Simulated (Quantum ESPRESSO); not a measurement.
# C (Fd-3m) in Quantum ESPRESSO: a series of runs

The runs below take C through single point, equation of state, with rev-vdW-DF2.

Program: Quantum ESPRESSO 7.5. These are calculated values, not measurements. Logs are shortened: lines on timing, memory, paths and dates and some standing lists are left out, and cuts for length are marked.

**Measured values to compare with.**

“Equation of state of cubic boron nitride at high pressures and temperatures”, 2007, arxiv:cond-mat/0702656 quotes, for a bulk crystal of C: bulk modulus 442 ± 5 GPa.

The results are compared with them further down.

### 1 Starting point

The structure is cubic, space group Fd-3m (No. 227). Conventional cell: a = 3.567 Å, b = 3.567 Å, c = 3.567 Å, α = 90.00°, β = 90.00°, γ = 90.00°. C (site symmetry -43m) has 4 C at 1.54 Å as nearest neighbours.

This isn't the form of C at room conditions, which is graphite.

### 2 Single point, rev-vdW-DF2, 5.33 Å³/atom

pw.in

```
&CONTROL
  calculation = 'scf'
  prefix = 'pwscf'
  outdir = './tmp'
  pseudo_dir = './pseudo'
  tprnfor = .true.
  tstress = .true.
  disk_io = 'nowf'
/
&SYSTEM
  ibrav = 0
  nat = 2
  ntyp = 1
  ecutwfc = 82
  nbnd = 9
  input_dft = 'vdw-df2-b86r'
  occupations = 'smearing'
  smearing = 'fd'
  degauss = 0.00367493
/
&ELECTRONS
  conv_thr = 4d-10
  electron_maxstep = 120
  mixing_beta = 0.5
/
ATOMIC_SPECIES
C     12.0110 C.upf
CELL_PARAMETERS angstrom
   0.0000000000    1.7469644787    1.7469644787
   1.7469644787    0.0000000000    1.7469644787
   1.7469644787    1.7469644787    0.0000000000
ATOMIC_POSITIONS crystal
C      0.7500000000    0.7500000000    0.7500000000
C      0.5000000000    0.5000000000    0.5000000000
K_POINTS automatic
13 13 13 0 0 0
```

Potentials or basis: PseudoDojo 0.4.1 SR PBE standard.

On the command line:

```
OMP_NUM_THREADS=1 pw.x -in pw.in > pw.out
```

pw.out:

```text
This program is part of the open-source Quantum ESPRESSO suite
     for quantum simulation of materials; please cite
         "P. Giannozzi et al., J. Phys.:Condens. Matter 21 395502 (2009);
         "P. Giannozzi et al., J. Phys.:Condens. Matter 29 465901 (2017);
         "P. Giannozzi et al., J. Chem. Phys. 152 154105 (2020);
     in publications or presentations arising from this work. More details at

     IMPORTANT: XC functional enforced from input :
     Exchange-correlation= VDW-DF2-B86R
                           (   1   4  26   0   2   0   0)
     Any further DFT definition will be discarded
     Please, verify this is what you really want

     Message from routine setup:
     using ibrav=0 with symmetry is DISCOURAGED, use correct ibrav instead

     G-vector sticks info
     --------------------
     sticks:   dense  smooth     PW     G-vecs:    dense   smooth      PW
     Sum         499     499    163                 7239     7239    1363

     Using Slab Decomposition

     bravais-lattice index     =            0
     lattice parameter (alat)  =       4.6687  a.u.
     unit-cell volume          =      71.9580 (a.u.)^3
     number of atoms/cell      =            2
     number of atomic types    =            1
     number of electrons       =         8.00
     number of Kohn-Sham states=            9
     kinetic-energy cutoff     =      82.0000  Ry
     charge density cutoff     =     328.0000  Ry
     scf convergence threshold =      4.0E-10
     mixing beta               =       0.5000
     number of iterations used =            8  plain     mixing
     Exchange-correlation= VDW-DF2-B86R
                           (   1   4  26   0   2   0   0)

     celldm(1)=   4.668721  celldm(2)=   0.000000  celldm(3)=   0.000000
     celldm(4)=   0.000000  celldm(5)=   0.000000  celldm(6)=   0.000000

     crystal axes: (cart. coord. in units of alat)
               a(1) = (   0.000000   0.707107   0.707107 )
               a(2) = (   0.707107   0.000000   0.707107 )
               a(3) = (   0.707107   0.707107   0.000000 )

     reciprocal axes: (cart. coord. in units 2 pi/alat)
               b(1) = ( -0.707107  0.707107  0.707107 )
               b(2) = (  0.707107 -0.707107  0.707107 )
               b(3) = (  0.707107  0.707107 -0.707107 )

     PseudoPot. # 1 for C  read from file:
     C.upf
     Pseudo is Norm-conserving + core correction, Zval =  4.0
     Generated using ONCVPSP code by D. R. Hamann
     Using radial grid of 1248 points,  4 beta functions with:
                l(1) =   0
                l(2) =   0
                l(3) =   1
                l(4) =   1

     atomic species   valence    mass     pseudopotential
     C                 4.00    12.01100     C ( 1.00)

     48 Sym. Ops., with inversion, found (24 have fractional translation)

   Cartesian axes

     site n.     atom                  positions (alat units)
         1        C      tau(   1) = (   1.0606602   1.0606602   1.0606602  )
         2        C      tau(   2) = (   0.7071068   0.7071068   0.7071068  )

     number of k points=    84  Fermi-Dirac smearing, width (Ry)=  0.0037
                       cart. coord. in units 2pi/alat
        k(    1) = (   0.0000000   0.0000000   0.0000000), wk =   0.0009103
        k(    2) = (   0.0543928   0.0543928  -0.0543928), wk =   0.0072827
        k(    3) = (   0.1087857   0.1087857  -0.1087857), wk =   0.0072827
        k(    4) = (   0.1631785   0.1631785  -0.1631785), wk =   0.0072827
        k(    5) = (   0.2175713   0.2175713  -0.2175713), wk =   0.0072827
        k(    6) = (   0.2719641   0.2719641  -0.2719641), wk =   0.0072827
[... 76 lines left out ...]
        k(   83) = (   0.0000000  -0.4351426   0.6527140), wk =   0.0218480
        k(   84) = (  -0.0543928  -0.3807498   0.7071068), wk =   0.0218480

     Dense  grid:     7239 G-vectors     FFT dimensions: (  32,  32,  32)

     Initial potential from superposition of free atoms

     starting charge       7.9999, renormalised to       8.0000

     %%%%%%%%%%%%%%%%%%%%%%%%%%%%%%%%%%%%%%%%%%%%%%%%%%%%%%%%%%%%%%%%%%%%%%%%
     %                                                                      %
     % You are using vdW-DF, which was implemented by the Thonhauser group. %
     % Please cite the following two papers that made this development      %
     % possible and the two reviews that describe the various versions:     %
     %                                                                      %
     %   T. Thonhauser et al., PRL 115, 136402 (2015).                      %
     %   T. Thonhauser et al., PRB 76, 125112 (2007).                       %
     %   K. Berland et al., Rep. Prog. Phys. 78, 066501 (2015).             %
     %   D.C. Langreth et al., J. Phys.: Condens. Matter 21, 084203 (2009). %
     %                                                                      %
     % If you are calculating stress with vdW-DF, please also cite:         %
     %                                                                      %
     %   R. Sabatini et al., J. Phys.: Condens. Matter 24, 424209 (2012).   %
     %                                                                      %
     %%%%%%%%%%%%%%%%%%%%%%%%%%%%%%%%%%%%%%%%%%%%%%%%%%%%%%%%%%%%%%%%%%%%%%%%

     %%%%%%%%%%%%%%%%%%%%%%%%%%%%%%%%%%%%%%%%%%%%%%%%%%%%%%%%%%%%%%%%%%%%%%%%
     %                                                                      %
     %  vdW-DF NEWS:                                                        %
     %                                                                      %
     %  * vdW-DF3 is now available. DOI: 10.1021/acs.jctc.0c00471           %
     %    use with input_dft = 'vdW-DF3-opt1' or 'vdW-DF3-opt2'             %
     %                                                                      %
     %  * Unscreened and range-separated hybrid vdW-DF-cx functionals       %
     %    DOI: 10.1063/1.4986522 and 10.1088/1361-648X/ac2ad2               %
     %    use with input_dft = 'vdW-DF-cx0'    and 'vdW-DF-ahcx'            %
     %  * Unscreened and range-separated hybrid vdW-DF2-b86r functionals    %
     %    DOI: 10.1063/1.4986522 and DOI: 10.1103/PhysRevX.12.041003        %
     %    use with input_dft = 'vdW-DF2-br0' and 'vdW-DF2-ahbr'             %
     %                                                                      %
     %%%%%%%%%%%%%%%%%%%%%%%%%%%%%%%%%%%%%%%%%%%%%%%%%%%%%%%%%%%%%%%%%%%%%%%%

     Starting wfcs are    8 randomized atomic wfcs +    1 random wfcs

     Self-consistent Calculation

     iteration #  1     ecut=    82.00 Ry     beta= 0.50
     Davidson diagonalization with overlap
     ethr =  1.00E-02,  avg # of iterations =  4.7

     total energy              =     -24.12250451 Ry
     estimated scf accuracy    <       0.13567888 Ry

     iteration #  2     ecut=    82.00 Ry     beta= 0.50
     Davidson diagonalization with overlap
     ethr =  1.70E-03,  avg # of iterations =  1.1

     total energy              =     -24.11971159 Ry
     estimated scf accuracy    <       0.01916262 Ry

     iteration #  3     ecut=    82.00 Ry     beta= 0.50
     Davidson diagonalization with overlap
     ethr =  2.40E-04,  avg # of iterations =  2.0

     total energy              =     -24.12172115 Ry
     estimated scf accuracy    <       0.00020051 Ry

     iteration #  4     ecut=    82.00 Ry     beta= 0.50
     Davidson diagonalization with overlap
     ethr =  2.51E-06,  avg # of iterations =  5.8

     total energy              =     -24.12175193 Ry
     estimated scf accuracy    <       0.00002035 Ry

     iteration #  5     ecut=    82.00 Ry     beta= 0.50
     Davidson diagonalization with overlap
     ethr =  2.54E-07,  avg # of iterations =  1.9

     total energy              =     -24.12175524 Ry
     estimated scf accuracy    <       0.00000028 Ry

     iteration #  6     ecut=    82.00 Ry     beta= 0.50
     Davidson diagonalization with overlap
     ethr =  3.55E-09,  avg # of iterations =  2.1

     total energy              =     -24.12175468 Ry
     estimated scf accuracy    <       0.00000179 Ry

     iteration #  7     ecut=    82.00 Ry     beta= 0.50
     Davidson diagonalization with overlap
     ethr =  3.55E-09,  avg # of iterations =  2.0
[... 32 lines left out ...]
     iteration # 12     ecut=    82.00 Ry     beta= 0.50
     Davidson diagonalization with overlap
     ethr =  1.67E-11,  avg # of iterations =  1.0

     total energy              =     -24.12175480 Ry
     estimated scf accuracy    <          2.7E-09 Ry

     iteration # 13     ecut=    82.00 Ry     beta= 0.50
     Davidson diagonalization with overlap
     ethr =  1.67E-11,  avg # of iterations =  1.0

     total energy              =     -24.12175480 Ry
     estimated scf accuracy    <          2.3E-09 Ry

     iteration # 14     ecut=    82.00 Ry     beta= 0.50
     Davidson diagonalization with overlap
     ethr =  1.67E-11,  avg # of iterations =  1.0

     total energy              =     -24.12175480 Ry
     estimated scf accuracy    <          1.5E-09 Ry

     iteration # 15     ecut=    82.00 Ry     beta= 0.50
     Davidson diagonalization with overlap
     ethr =  1.67E-11,  avg # of iterations =  1.0

     total energy              =     -24.12175480 Ry
     estimated scf accuracy    <          4.5E-10 Ry

     iteration # 16     ecut=    82.00 Ry     beta= 0.50
     Davidson diagonalization with overlap
     ethr =  5.68E-12,  avg # of iterations =  2.0

     End of self-consistent calculation

          k = 0.0000 0.0000 0.0000 (   893 PWs)   bands (ev):

    -7.8557  14.4746  14.4746  14.4746  20.2879  20.2879  20.2879  29.2474
    34.5252

          k = 0.0544 0.0544-0.0544 (   917 PWs)   bands (ev):

    -7.6849  13.3566  14.1760  14.1760  20.6779  20.6779  20.9790  29.3441
    34.8065

          k = 0.1088 0.1088-0.1088 (   914 PWs)   bands (ev):

    -7.1740  10.9849  13.5059  13.5059  21.5569  21.5569  22.1426  29.6196
    35.4305

          k = 0.1632 0.1632-0.1632 (   908 PWs)   bands (ev):

    -6.3282   8.2694  12.7833  12.7833  22.4352  22.4352  23.0704  30.0112
    35.9160

          k = 0.2176 0.2176-0.2176 (   905 PWs)   bands (ev):

    -5.1594   5.5511  12.1743  12.1743  22.9986  22.9986  23.6837  30.3893
    36.1834

          k = 0.2720 0.2720-0.2720 (   911 PWs)   bands (ev):

    -3.6996   3.0032  11.7477  11.7477  23.2207  23.2207  24.0474  30.6243
    36.5936

          k = 0.3264 0.3264-0.3264 (   899 PWs)   bands (ev):

    -2.1211   0.8662  11.5300  11.5300  23.2643  23.2643  24.2171  30.7075
    37.1285

          k = 0.1088-0.0000 0.0000 (   909 PWs)   bands (ev):

    -7.6280  13.6203  13.6203  13.9509  20.1185  21.3412  21.3412  29.2893
    34.9120

          k = 0.1632 0.0544-0.0544 (   906 PWs)   bands (ev):

    -7.2306  11.7852  12.8411  13.6402  20.3907  22.3715  22.4371  29.2400
    35.4610
[... 346 lines left out ...]
          k =-0.1088-0.4351 0.6527 (   902 PWs)   bands (ev):

    -0.0370   3.3606   5.7760   7.4007  22.9795  25.2062  27.4791  30.3963
    34.9395

          k =-0.0544-0.3807 0.5983 (   907 PWs)   bands (ev):

     0.6830   2.6704   5.2483   7.5874  23.3797  26.1204  28.3973  28.9197
    34.1418

          k = 0.0000-0.3264 0.5439 (   899 PWs)   bands (ev):

    -0.5789   3.8472   5.2738   8.2680  23.8843  25.0345  27.7004  30.1162
    33.7895

          k =-0.0544-0.4895 0.7071 (   900 PWs)   bands (ev):

     0.6653   2.8924   6.2238   6.6085  22.3339  22.9505  29.4055  30.8057
    36.7139

          k = 0.0000-0.4351 0.6527 (   904 PWs)   bands (ev):

     1.6531   2.2873   5.1280   6.8111  22.9324  25.1378  28.7315  29.3623
    35.8109

          k =-0.0544-0.3807 0.7071 (   905 PWs)   bands (ev):

     1.3058   2.8165   5.2646   6.2931  24.9620  25.1796  27.4341  28.6792
    35.7710

     the Fermi energy is    15.3593 ev

!    total energy              =     -24.12175480 Ry
     estimated scf accuracy    <          1.7E-11 Ry
     smearing contrib. (-TS)   =      -0.00000000 Ry
     internal energy E=F+TS    =     -24.12175480 Ry

     The total energy is F=E-TS. E is the sum of the following terms:
     one-electron contribution =       8.95644301 Ry
     hartree contribution      =       1.86984672 Ry
     xc contribution           =      -8.84039736 Ry
     ewald contribution        =     -26.10764717 Ry

     convergence has been achieved in  16 iterations

     Forces acting on atoms (cartesian axes, Ry/au):

     atom    1 type  1   force =     0.00000000    0.00000000    0.00000000
     atom    2 type  1   force =     0.00000000    0.00000000    0.00000000

     Total force =     0.000000     Total SCF correction =     0.000000

     Computing stress (Cartesian axis) and pressure

          total   stress  (Ry/bohr**3)                   (kbar)     P=      327.81
   0.00222841  -0.00000000  -0.00000000          327.81       -0.00       -0.00
  -0.00000000   0.00222841  -0.00000000           -0.00      327.81       -0.00
  -0.00000000  -0.00000000   0.00222841           -0.00       -0.00      327.81

=------------------------------------------------------------------------------=
   JOB DONE.
=------------------------------------------------------------------------------=
```

It took 73 s on 1 thread of Arm Neoverse V1, shared host; peak memory 0.06 GiB.

What came out:

* Free energy: -328.1932 eV
* Pressure: 32.8 GPa
* Band gap on the k mesh: 4.34 eV, indirect (least direct gap 5.81 eV)

Caveat: the potentials were made for another functional, which shifts forces and pressure; an odd mesh through Γ misses points on the zone boundary, where band edges often lie.

### 3 Single point, rev-vdW-DF2, 5.44 Å³/atom

pw.in: that of step 2 with these lines changed.

```diff
@@ -28,5 +28,5 @@
 CELL_PARAMETERS angstrom
-   0.0000000000    1.7469644787    1.7469644787
-   1.7469644787    0.0000000000    1.7469644787
-   1.7469644787    1.7469644787    0.0000000000
+   0.0000000000    1.7592674508    1.7592674508
+   1.7592674508    0.0000000000    1.7592674508
+   1.7592674508    1.7592674508    0.0000000000
 ATOMIC_POSITIONS crystal
```

Potentials or basis: PseudoDojo 0.4.1 SR PBE standard.

On the command line:

```
OMP_NUM_THREADS=1 pw.x -in pw.in > pw.out
```

It took 70 s on 1 thread of Arm Neoverse V1, shared host; peak memory 0.06 GiB.

The run converged. Its results:

| Property | Result |
| --- | --- |
| Free energy | -328.2319 eV |
| Pressure | 21.6 GPa |
| Band gap on the k mesh | 4.29 eV, indirect (least direct gap 5.75 eV) |

Caveat: the potentials were made for another functional, which shifts forces and pressure; an odd mesh through Γ misses points on the zone boundary, where band edges often lie.

(Part 1 of 2 ends here.)
